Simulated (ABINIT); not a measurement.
# PbS (Galena): single point with PBE

Crystal: PbS (Galena).

```
Pb S
1.0
     0.00000    2.96575    2.96575
     2.96575    0.00000    2.96575
     2.96575    2.96575    0.00000
Pb S
1 1
Direct
  0.00000 0.00000 0.00000
  0.50000 0.50000 0.50000
```

```yaml
Program: ABINIT 10.8.3 (patched build)
Task: single point
Functional: PBE
Potentials_or_basis: SPMS NC PBE v1.0
Cutoff: 490 eV
k_mesh: 6 × 6 × 6
Occupations: fixed
Spin: no spin polarisation
```

```
Pressure                                              : 2.0 GPa
Band gap on the k mesh                                : 0.38 eV, direct
Valence electrons inside the program's atomic spheres : Pb 9.68; S 3.85
```

Levels at points of the mesh, in eV from the valence-band top:
```csv
k point,band 6,band 7,band 8,band 9,band 10,band 11,band 12
"(0.00, 0.00, 0.00)",-13.59,-6.02,-2.16,-2.16,-2.16,5.22,5.22
"(0.50, 0.00, 0.00)",-12.35,-8.83,-1.77,-1.77,0.00,0.38,1.97
"(0.50, 0.50, 0.00)",-11.92,-7.18,-5.19,-3.43,-3.43,3.87,5.60
```

Wall time 1.5 s on 8 MPI ranks on Arm Neoverse V2, with other jobs on the host, peak memory 0.48 GiB a rank.

Caveat: spin-orbit coupling is left out, which as a rule narrows the gap of such compounds by several tenths of an eV. A k mesh can miss the band edges.
